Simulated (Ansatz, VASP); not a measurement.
Two plane-wave programs on H

The input INCAR:

```
SYSTEM = H
PREC = Accurate
ENCUT = 520
EDIFF = 1E-6
ISMEAR = 0
SIGMA = 0.05
LREAL = .FALSE.
LASPH = .TRUE.
NELM = 100
ALGO = Normal
ISIF = 2
LWAVE = .FALSE.
LCHARG = .FALSE.
GGA = PS
NBANDS = 10
```

KPOINTS

```
regular mesh
0
G
  6 6 6
  0 0 0
```

The input POSCAR:

```
H
1.0
    2.6628336006     -2.6054083891      0.0000000000
    2.6628336006      2.6054083891      0.0000000000
    0.0000000000      0.0000000000      4.2039452700
H
4
Direct
    0.9532956300      0.0467043700      0.0685088900
    0.4532956300      0.5467043700      0.4314911100
    0.5467043700      0.4532956300      0.5685088900
    0.0467043700      0.9532956300      0.9314911100
```

Input for Ansatz:

```yaml
crystal:
  lattice:
    - [2.6628336006, -2.6054083891, 0.0]
    - [2.6628336006, 2.6054083891, 0.0]
    - [0.0, 0.0, 4.20394527]
  atoms:
    - { symbol: H, position: [0.95329563, 0.04670437, 0.06850889] }
    - { symbol: H, position: [0.45329563, 0.54670437, 0.43149111] }
    - { symbol: H, position: [0.54670437, 0.45329563, 0.56850889] }
    - { symbol: H, position: [0.04670437, 0.95329563, 0.93149111] }
basis:
  ecutwfc: 420
kpoints:
  mp_grid: { grid: [6, 6, 6] }
hamiltonian:
  xc: pbesol
scf:
  occupations: { method: gaussian, width: 0.05 }
output:
  forces: true
  stress: true
  eigenvalues: true
```

Change from the starting cell: strain +0.015 along x and y, +0.015 along z, atoms carried along.

Alike in both runs: task single point; functional PBEsol; k mesh 6 × 6 × 6; occupations gaussian, width 0.05 eV; no spin polarisation.

```csv
,VASP,Ansatz
version,VASP 6.6.1,Ansatz 0.2.0
potentials or method,"VASP PAW PBE potentials, release 64 (H)","scalar-relativistic, plane waves, PAW"
plane-wave cutoff (eV),520,420
valence electrons in the cell,4,4
```

|  | VASP | Ansatz | Ansatz less VASP |
| --- | --- | --- | --- |
| gap on the k mesh at the Fermi level (eV) | 9.10 | 9.10 | +0.004 |
| least direct gap on the mesh (eV) | 9.68 | 9.69 | +0.003 |
| pressure (GPa) | 0.1 | 0.2 | +0.14 |
| largest component of the traceless stress (GPa) | 0.22 | 0.22 | +0.006 |
| rms of the force components (eV/Å) | 0.103 | 0.102 | -0.0016 |

Atom by atom the forces differ by 0.002 eV/Å (rms over components).

Caveats: the PAW data sets were made with another functional, which shifts forces and pressure a little (VASP). A k mesh can miss the band edges.
